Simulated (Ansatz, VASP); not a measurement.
## AlN: VASP beside Ansatz

```
CELL_PARAMETERS angstrom
3.06730 0.00000 0.00000
-1.53365 2.65636 0.00000
0.00000 0.00000 4.41490
ATOMIC_POSITIONS crystal
Al 0.33333 0.66667 0.98363
Al 0.66667 0.33333 0.48363
N 0.33333 0.66667 0.40137
N 0.66667 0.33333 0.90137
```

Alike in both runs: functional PBE; k mesh 9 × 9 × 6; occupations gaussian, width 0.05 eV; no spin polarisation.

Ansatz relaxed the structure, and its values are those at the end. VASP's run is a single point on that final structure, the one shown.

|  | VASP | Ansatz |
| --- | --- | --- |
| version | VASP 6.6.1 | Ansatz 0.2.0 |
| potentials or method | VASP PAW PBE potentials, release 64 (Al, N) | scalar-relativistic, plane waves, PAW |
| plane-wave cutoff (eV) | 520 | 520 |
| valence electrons in the cell | 16 | 16 |

```tsv
	VASP	Ansatz	Ansatz less VASP
gap on the k mesh at the Fermi level (eV)	4.66	4.64	-0.018
least direct gap on the mesh (eV)	4.66	4.64	-0.018
```

Ansatz warned: «stress_scf_threshold_loose».

Caveats: an odd mesh through Γ misses points on the zone boundary, where band edges often lie.
